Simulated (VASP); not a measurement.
# Mo (Fm-3m) in VASP: equation of state, part 2 of 2

VASP 6.6.1.

### 4 Equation of state, PBE, 16.04 Å³/atom (volume scaled by 0.98)

INCAR

```
PREC = Accurate
ENCUT = 520
EDIFF = 1E-7
ISMEAR = -1
SIGMA = 0.05
LREAL = False
LASPH = True
NELM = 80
ALGO = Normal
ISIF = 2
LWAVE = False
LCHARG = False
GGA = PE
NBANDS = 13
```

KPOINTS

```
regular mesh
0
Gamma
  11 11 11
```

POSCAR

```
Mo
1.0
    0.0000000000      2.0014761026      2.0014761026
    2.0014761026      0.0000000000      2.0014761026
    2.0014761026      2.0014761026      0.0000000000
Mo
1
Direct
    0.0000000000      0.0000000000      0.0000000000
```

Potentials or basis: VASP PAW PBE potentials, release 64 (Mo_sv).

Started as:

```sh
$ cat potpaw_PBE.64/Mo_sv/POTCAR > POTCAR
$ mpirun -np 1 vasp_std > vasp.out
```

OUTCAR:

```text
PREC = Accurate
   ENCUT = 520
   EDIFF = 1E-7
   ISMEAR = -1
   LREAL = False
   LASPH = True
   NELM = 80
   ISIF = 2
   GGA = PE

 ion  position               nearest neighbor table
   1  0.000  0.000  0.000-

  LATTYP: Found a face centered cubic cell.
 ALAT       =     4.0029522052

  Lattice vectors:

 A1 = (   0.0000000000,   2.0014761026,   2.0014761026)
 A2 = (   2.0014761026,   0.0000000000,   2.0014761026)
 A3 = (   2.0014761026,   2.0014761026,   0.0000000000)

Analysis of symmetry for initial positions (statically):
=====================================================================
 Subroutine PRICEL returns:
 Original cell was already a primitive cell.

 Routine SETGRP: Setting up the symmetry group for a
 face centered cubic supercell.

 Subroutine GETGRP returns: Found 48 space group operations
 (whereof 48 operations were pure point group operations)
 out of a pool of 48 trial point group operations.

The static configuration has the point symmetry O_h .

Analysis of symmetry for dynamics (positions and initial velocities):
=====================================================================
 Subroutine PRICEL returns:
 Original cell was already a primitive cell.

 Routine SETGRP: Setting up the symmetry group for a
 face centered cubic supercell.

 Subroutine GETGRP returns: Found 48 space group operations
 (whereof 48 operations were pure point group operations)
 out of a pool of 48 trial point group operations.

The dynamic configuration has the point symmetry O_h .

 Subroutine INISYM returns: Found 48 space group operations
 (whereof 48 operations are pure point group operations),
 and found     1 'primitive' translations

----------------------------------------------------------------------------------------
[... 136 lines left out ...]
     AMIX     =   0.40;   BMIX     =  1.00
     AMIX_MAG =   1.60;   BMIX_MAG =  1.00
  volume/ion in A,a.u.               =      16.04       108.21
  Fermi-wavevector in a.u.,A,eV,Ry     =   1.564674  2.956804 33.309833  2.448204
  Thomas-Fermi vector in A             =   2.667263
   LORBIT       =      0    0 simple, 1 ext, 2 COOP (PROOUT), +10 PAW based schemes
   GGA     = PE    functional components
[... 5 lines left out ...]
 non-spin polarized calculation
  energy-cutoff  :      520.00
  volume of cell :       16.04
 maximum number of plane-waves:       444
 NGX is ok and might be reduce to    24
   NGX = 11   NGY = 11   NGZ = 11

 number of electron      14.0000000 magnetization

 Free energy of the ion-electron system (eV)
  ---------------------------------------------------
  ext. energy  EPLUGINS =         0.00000000
  ---------------------------------------------------
  free energy    TOTEN  =       -10.50641759 eV

  energy without entropy =      -10.49299258  energy(sigma->0) =      -10.49970508

 E-fermi :  11.7612     XC(G=0): -13.2282

 val. band max:       11.7454123873   @ k =   0.2727   0.0909   0.0000
 cond. band min:      11.7661703282   @ k =  -0.3636   0.0909   0.0000
 fundamental gap:      0.0207579409
 Fermi energy:        11.7611839131

 k-point     1 :       0.0000    0.0000    0.0000
  band No.  band energies     occupation
      1     -48.9362      2.00000
      2     -22.2816      2.00000
      3     -22.2816      2.00000
      4     -22.2816      2.00000
      5       5.0425      2.00000
      6      11.0654      2.00000
      7      11.0654      2.00000
      8      11.0654      2.00000
      9      13.7371      0.00000
     10      13.7371      0.00000
     11      24.8757      0.00000
     12      30.1228      0.00000
     13      30.1228      0.00000
[... 610 lines left out ...]
  band No.  band energies     occupation
      1     -48.6948      2.00000
      2     -23.4621      2.00000
      3     -22.6519      2.00000
      4     -22.5042      2.00000
      5       7.9583      2.00000
      6       9.9937      2.00000
      7      11.5611      1.96411
      8      11.7436      1.17387
      9      15.4688      0.00000
     10      17.8066      0.00000
     11      22.6742      0.00000
     12      26.3665      0.00000
     13      29.5569      0.00000

 [... further k-points ...]

------------------------ aborting loop because EDIFF is reached ----------------------------------------

  FORCE on cell =-STRESS in cart. coord.  units (eV):
  Direction    XX          YY          ZZ          XY          YZ          ZX
  --------------------------------------------------------------------------------------
  -------------------------------------------------------------------------------------
  Total        0.0616190      0.0616190      0.0616190      0.0000000      0.0000000      0.0000000
  in kB        6.1566460      6.1566460      6.1566460      0.0000000      0.0000000      0.0000000
  external PRESSURE =       6.1566460 kB  Pullay stress =       0.0000000 kB

 VOLUME and BASIS-vectors are now :
 -----------------------------------------------------------------------------
  energy-cutoff  :      520.00
  volume of cell :       16.04
      direct lattice vectors                 reciprocal lattice vectors
     0.000000000  2.001476103  2.001476103    -0.249815623  0.249815623  0.249815623
     2.001476103  0.000000000  2.001476103     0.249815623 -0.249815623  0.249815623
     2.001476103  2.001476103  0.000000000     0.249815623  0.249815623 -0.249815623

 POSITION                                       TOTAL-FORCE (eV/Angst)
 -----------------------------------------------------------------------------------
      0.00000      0.00000      0.00000        -0.000000     -0.000000      0.000000
 -----------------------------------------------------------------------------------
    total drift:                               -0.000000      0.000000      0.000000

  FREE ENERGIE OF THE ION-ELECTRON SYSTEM (eV)
  ---------------------------------------------------
  free  energy   TOTEN  =       -10.5064175856 eV

  energy  without entropy=      -10.4929925830  energy(sigma->0) =      -10.49970508
```

stdout:

```text
POSCAR found type information on POSCAR Mo
 POSCAR found :  1 types and       1 ions
 scaLAPACK will be used
 LDA part: xc-table for (Slater+PW92), standard interpolation
 POSCAR, INCAR and KPOINTS ok, starting setup
 FFT: planning ... GRIDC
 FFT: planning ... GRID_SOFT
 FFT: planning ... GRID
 WAVECAR not read
 entering main loop
```

It used 6.8 s of CPU time on 1 thread of Intel(R) Xeon(R) Platinum 8559C (Emerald Rapids) (shared host), which was overloaded at the time.

Results:

| Quantity | Value |
| --- | --- |
| Free energy | -10.5064 eV |
| Pressure | 0.6 GPa |
| Band gap on the k mesh | none (metal or under the smearing width) |

### 5 Equation of state, PBE, 16.69 Å³/atom (volume scaled by 1.02)

INCAR

```
SYSTEM = Mo
PREC = Accurate ; ENCUT = 520
EDIFF = 1E-7 ; ISMEAR = -1
SIGMA = 0.05 ; LREAL = .FALSE.
LASPH = .TRUE. ; NELM = 60
ALGO = Normal ; ISIF = 2
LWAVE = .FALSE. ; LCHARG = .FALSE.
GGA = PE ; NBANDS = 13
```

KPOINTS

```
regular mesh
0
G
  11 11 11
  0 0 0
```

POSCAR

```
Mo
1.0
    0.0000000000      2.0283447598      2.0283447598
    2.0283447598      0.0000000000      2.0283447598
    2.0283447598      2.0283447598      0.0000000000
Mo
1
Direct
    0.0000000000      0.0000000000      0.0000000000
```

Started as:

```sh
$ cat potpaw_PBE.64/Mo_sv/POTCAR > POTCAR
$ mpirun -np 1 vasp_std > vasp.out
```

It took 14 s on 1 thread of Intel Xeon Platinum 8559C (Emerald Rapids), shared host; peak memory 0.13 GiB.

The run converged. Its results:

| Property | Result |
| --- | --- |
| Free energy | -10.4908 eV |
| Pressure | -8.1 GPa |
| Band gap on the k mesh | none (metal or under the smearing width) |

### 6 Equation of state, PBE, 17.02 Å³/atom (volume scaled by 1.04)

INCAR

```
PREC     = Accurate       # precision mode
ENCUT    = 520            # plane-wave cutoff, eV
EDIFF    = 1E-7           # SCF threshold, eV
ISMEAR   = -1             # smearing method
SIGMA    = 0.05           # smearing width, eV
LREAL    = F              # projectors in reciprocal space
LASPH    = T              # aspherical terms in the spheres
NELM     = 100            # most SCF steps
ALGO     = Normal         # electronic algorithm
ISIF     = 2              # what is computed and relaxed
LWAVE    = F              # write WAVECAR
LCHARG   = F              # write CHGCAR
GGA      = PE             # functional
NBANDS   = 13             # bands
```

KPOINTS

```
regular mesh
0
Gamma
  11 11 11
```

POSCAR

```
Mo
1.0
    0.0000000000      2.0415161987      2.0415161987
    2.0415161987      0.0000000000      2.0415161987
    2.0415161987      2.0415161987      0.0000000000
Mo
1
Direct
    0.0000000000      0.0000000000      0.0000000000
```

Potentials or basis: VASP PAW PBE potentials, release 64 (Mo_sv).

Started as:

```sh
$ cat potpaw_PBE.64/Mo_sv/POTCAR > POTCAR
$ mpirun -np 1 vasp_std > vasp.out
```

It used 7.6 s of CPU time on 1 thread of Intel(R) Xeon(R) Platinum 8559C (Emerald Rapids), with other jobs on the host, which was overloaded at the time.

Results (log left out):

```yaml
Free_energy: -10.4704 eV
Pressure: -11.9 GPa
Band_gap_on_the_k_mesh: none (metal or under the smearing width)
```

### 7 Equation of state, PBE, 17.34 Å³/atom (volume scaled by 1.06)

INCAR

```
  ALGO = Normal
  EDIFF = 1E-7
  ENCUT = 520
  GGA = PE
  ISIF = 2
  ISMEAR = -1
  LASPH = T
  LCHARG = F
  LREAL = F
  LWAVE = F
  NBANDS = 13
  NELM = 60
  PREC = Accurate
  SIGMA = 0.05
```

KPOINTS

```
k-points
0
Gamma
  11 11 11
```

POSCAR

```
Mo
1.0
    0.0000000000      2.0545198372      2.0545198372
    2.0545198372      0.0000000000      2.0545198372
    2.0545198372      2.0545198372      0.0000000000
Mo
1
Direct
    0.0000000000      0.0000000000      0.0000000000
```

Started as:

```sh
$ cat potpaw_PBE.64/Mo_sv/POTCAR > POTCAR
$ mpirun -np 1 vasp_std > vasp.out
```

It used 8.4 s of CPU time on 1 thread of Intel(R) Xeon(R) Platinum 8559C (Emerald Rapids), on a shared host, which was overloaded at the time.

Results (log left out):

| Property | Result |
| --- | --- |
| Free energy | -10.4426 eV |
| Pressure | -15.3 GPa |
| Band gap on the k mesh | none (metal or under the smearing width) |

### 8 Equation of state, PBE

This step only gathers the single runs of the series.

Results:

| Property | Result |
| --- | --- |
| Equilibrium volume | 16.08 Å³/atom |
| Bulk modulus | 234 GPa |
| Pressure derivative of the bulk modulus | 3.8 |

Energy against volume, from the lowest point:
```tsv
volume (Å³/atom)	energy (meV/atom)
15.381	23.85
15.708	6.48
16.035	0.00
16.363	3.35
16.690	15.64
17.017	36.05
17.344	63.81
```
